Tin telluride normally crystallises in the rocksalt structure, or in a slightly distorted form of it. Here it is placed in the zincblende structure instead, where every atom has four neighbours at the corners of a tetrahedron. The crystal is then squeezed or stretched along the direction of one of its four bonds. Its volume stays fixed, and the atoms are carried along with the cell without being allowed to settle.

SnTe, 2 atoms in the cell, zincblende type, space group F-43m (216), conventional a = 7.222 Å, 47.09 Å³ an atom. Deformation of a crystal at fixed volume, lengths along the axis scaled against those across it, fractional coordinates fixed. Ansatz 0.2.0, plane-wave PAW, scalar-relativistic; functional LDA; no spin polarisation; cutoff 420 eV; k mesh 12×12×12; Gaussian smearing of 0.15 eV; the scan starts from a cell that was not relaxed at this level; path trigonal; axis direction (0.57735, 0.57735, 0.57735) Cartesian unit vector.

```
axial ratio (over its starting value)  energy change (meV/atom)  pressure (GPa)  gap on mesh (eV)
                                  0.5                    3143.0           28.23             1.461
                                 0.71                     271.7            2.13             0.523
                                    1                       0.0           -2.22             0.000
                                 1.41                     -56.9           -0.98             0.339
                                    2                    -163.8            0.13             1.386
```

The axial ratio r compares length along the axis with length across it and equals 1 in the undisturbed crystal. A positive pressure means that the crystal pushes outwards, a negative one that it would like to shrink. The gap is the energy between filled and empty electron levels at the sampled points of the band structure. Only the row r = 1 has cubic symmetry; the other four are trigonal.

(a) Which atoms stay bonded as r changes, and why is the pressure higher on both sides of r = 1? Test whether a single bond can account for the stress at the squeezed end.

Solution. At fixed volume, every length along the axis scales as r^(2/3) and every length across it as r^(−1/3). One of the four bonds lies along the axis, while the other three lie nearly across it. With d₀ = 3.13 Å for the undisturbed bond, their lengths are

d(axial) = d₀ r^(2/3)

d(other three) = d₀ √[r^(4/3)/9 + 8/(9 r^(2/3))]

The two directions therefore lead to different structures. Squeezing shortens the one axial bond, to 2.49 Å at r = 0.71, and lengthens the other three. In its distances the crystal moves towards a set of upright pairs, a little like SnTe molecules. Stretching pulls the axial contact apart and shortens the other three, which reach 2.87 Å at r = 2. The crystal then consists of puckered double layers in which each atom has three close neighbours.

This explains the pressure. The undisturbed cell was not relaxed with this functional, for which it is somewhat too large, so its bonds are under tension and its pressure is negative. Either deformation brings some neighbours closer together although the volume is unchanged, and closer neighbours pull less or push more. On stretching, the parted axial contact probably also loses most of its pull: the stress along the axis rises from −2.22 GPa to nearly zero at r = 1.41. Squeezing has the stronger effect because it concentrates the whole approach on one bond.

The single-bond picture can be tested at r = 0.5, where the axial bond is only 1.97 Å long. Suppose that this bond alone carries load. The force on each atom is then the force F in the bond, and the stress along the axis is F times the bond length, divided by the volume of the cell, which holds one such bond. The same calculation gives F = 25.8 eV/Å, and two atoms occupy 2 × 47.09 = 94.18 Å³. Hence

axial stress = 25.8 × 1.97 / 94.18 = 0.54 eV/Å³ ≈ 86 GPa

The stress computed directly is also 86 GPa along the axis and close to zero across it. One overcompressed bond thus carries practically the whole load. The tabulated pressure of 28 GPa is the average over three directions, two of which contribute almost nothing.

At r = 0.71 the same estimate gives 14.2 GPa against a computed 11.2 GPa, which is 27 % too high. Here the other three contacts still matter. The stress across the axis is negative, as it should be if these lengthened bonds are pulling while the short one pushes. The picture of isolated pairs is therefore a limiting case, which the crystal approaches only under strong squeezing.

(b) The gap opens whichever way the crystal is deformed, yet the energy falls only on stretching. Explain both facts.

Solution. Begin by counting electrons. Tin brings four valence electrons and tellurium six, which makes ten for each pair of atoms. Four tetrahedral bonds per pair use eight of them. The last two find no bonding level free and have to enter antibonding ones, which weaken the bonds. Zincblende suits compounds with eight electrons per pair, and SnTe has two too many.

Ten electrons are well accommodated by three bonding pairs and two lone pairs, one lone pair on each atom. A lone pair can stay spread almost evenly around its atom, as it does in rocksalt SnTe, or it can point to an open side. A regular tetrahedron has no open side, but both deformations create one. Squeezing moves three neighbours away and leaves room for a molecule-like unit, in which all three bonding pairs lie between the same two atoms. Stretching removes one neighbour and leaves three single bonds around each atom.

In both limits the ten electrons fill bonding and lone-pair levels, and the antibonding levels remain empty. That is the usual recipe for a gap. The table agrees: the gap is zero at r = 1 and about 1.4 eV at either end of the path. On this reading, both ends have a gap because they satisfy the same electron count. That the two gaps are also similar in size does not follow from this, since the structures have little in common. This assignment rests on standard bonding rules and on the geometry; the gaps support it but do not single it out.

The small gaps need some caution. The functional used here usually makes gaps too small, and spin–orbit coupling, which is sizeable in tellurium, is left out. Sampling at separate points can also miss the true band edges and so make a gap look too wide. The opening towards both ends is much larger than the gap of 0.34 eV at r = 1.41, which is the least secure of the open ones. The mesh of sampled points was chosen for a crystal with a gap, and its convergence was not tested, so the energy of the gapless undisturbed cell, the zero of the table, is also somewhat uncertain. The atomic datasets were made for the PBE functional and not for LDA, which adds a further small uncertainty to all rows.

The energy rises on squeezing for two reasons: the one axial bond is pressed too short, and the other three are lengthened although they are already under tension. At r = 0.71 both costs count, since the crystal widens against a stress that pulls it together. At r = 0.5 the overcompressed bond dominates. The net force driving each atom away from its axial partner grows from 3.4 eV/Å to 25.8 eV/Å between these two rows. Stretching instead spreads a much smaller shortening over three bonds, which were under tension to begin with. The kind of bond may matter as well. Three single bonds point their orbitals straight at three different neighbours. A triple bond has room for only one such head-on overlap; the other two pairs must overlap sideways, which large atoms such as tin and tellurium do poorly. The table cannot separate this preference from the plain cost of changing the bond lengths.

Stretching also brings the bonds into a favourable arrangement. The angle between the three short bonds shrinks from 109.5° in the tetrahedron to exactly 90° at r = 2. The p orbitals of an atom stand at right angles to one another, so three bonds built from them fit best at this angle. Rocksalt, the structure that SnTe prefers in nature, has right angles too.

Could the gain on stretching come simply from relief of the initial tension? An elastic solid under pressure P stores the energy P²V/(2B) per atom, where V is the volume per atom and B the bulk modulus, its resistance to compression. To yield the 164 meV gained at r = 2 from the starting pressure of −2.22 GPa, B would have to be only 4.4 GPa. Crystals of this kind have some tens of GPa, as a rough recalled size. Relief of tension can thus supply only a minor share, and the new bonding pattern is the likely source of the rest.

The cost of squeezing should not be read as the energy of a well-made molecular crystal. The atoms are held at fixed positions relative to the cell, and at r = 0.71 each still feels a force of 3.4 eV/Å. If released, they would move and lower the energy, perhaps by a large part of the 272 meV in the table. At r = 0.5 the atoms are so close that the atomic datasets of the method may overlap, which makes every value in that row a rough one. The gain on stretching is safer: the atoms of the undisturbed cell feel no force, so as long as that cell keeps its symmetry, settling at r = 2 can only increase the gain.

(c) Where along the path is the energy stationary, and is r = 2 a minimum?

Solution. The stress gives the slope of the energy curve in every row. A small increase in ln r lengthens the crystal along the axis by two thirds of that amount and shortens it in each of the two directions across by one third. The work done by the crystal is paid for by its energy E per atom, so

dE/d(ln r) = −(2/3) V (axial stress − lateral stress)

The slope vanishes when the stress is the same in all directions.

At r = 1 symmetry guarantees this. The four bond directions of a cubic crystal are equivalent, so none of them can carry a stress of its own. The energy is therefore stationary there, even though it is higher in the row before and lower in the row after. Stationary does not mean stable: the neighbouring rows are too far apart to show whether the undisturbed crystal sits in a shallow hollow, on a low crest or on a level stretch of a downhill path.

At r = 0.5 one might look for a second such point, because the angles of the primitive cell have become 90° and the tin atoms alone form a simple cubic lattice. In a crystal of one element with one atom per cell, that would make the energy stationary again. Here the tellurium atom lies a quarter of the way along the cube's diagonal instead of at its centre, and this singles out one direction. The slope is in fact the steepest of all five rows.

At r = 2 no symmetry is at work, yet the curve is almost flat. The slope is −24 meV per unit of ln r, against an average of −306 meV between r = 1.41 and r = 2. Geometry offers a likely reason. The length of the three short bonds, as given by the formula in (a), passes through its smallest value exactly at r = 2. A small further stretch leaves these bonds unchanged in length, so the strongest contacts in the crystal hardly respond.

The curve is thus nearly level at r = 2, but this point is not a minimum, since the energy still falls slightly. Beyond it the three bonds would lengthen again and their angle would drop below 90°. A minimum a little further out is therefore a reasonable guess, though no row lies there to confirm it.

The slopes also show how well so few rows trace the curve. Adding them up from r = 1 to r = 2 by Simpson's rule, with r = 1.41 as the midpoint in ln r, gives

E(2) − E(1) ≈ (ln 2 / 6) × [0 + 4 × (−298) − 24] ≈ −140 meV per atom

The computed change is −164 meV, so the estimate recovers 86 % of it. On the squeezed side the same sum agrees with the table to about 1 %. The stretched side does worse because its slope does not change evenly between the last two rows: the average there, −306 meV, is steeper than the slope at either end. Stress and energy are linked by definition, so this agreement tests the spacing of the rows and not the account of the bonding.
